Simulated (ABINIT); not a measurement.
Crystal: HfC.

```
Hf C
1.0
     0.00000    2.32500    2.32500
     2.32500    0.00000    2.32500
     2.32500    2.32500    0.00000
Hf C
1 1
Direct
  0.50000 0.50000 0.50000
  0.00000 0.00000 0.00000
```

Base run:

* Program: ABINIT 10.8.3 (patched build)
* Functional: PBEsol
* Potentials or basis: JTH PAW PBE v2.0
* Cutoff: 517 eV
* k mesh: 10 × 10 × 10
* Occupations: fermi-dirac, width 0.05 eV
* Spin: no spin polarisation
* Hubbard terms: Hf d U = 0 eV

Its results: band gap on the k mesh none (metal or under the smearing width); pressure -6.5 GPa.

Question: The run is repeated on the same cell with these changes: hubbard terms from Hf d U = 0 eV to Hf d U = 2 eV. What comes out?

Answer: Band gap on the k mesh none (metal or under the smearing width); pressure -1.0 GPa.

Caveats: the PAW data sets were made with another functional, which shifts forces and pressure a little; U without spin polarisation on a metal has little footing; the U is typed as a test and isn't derived for this compound.
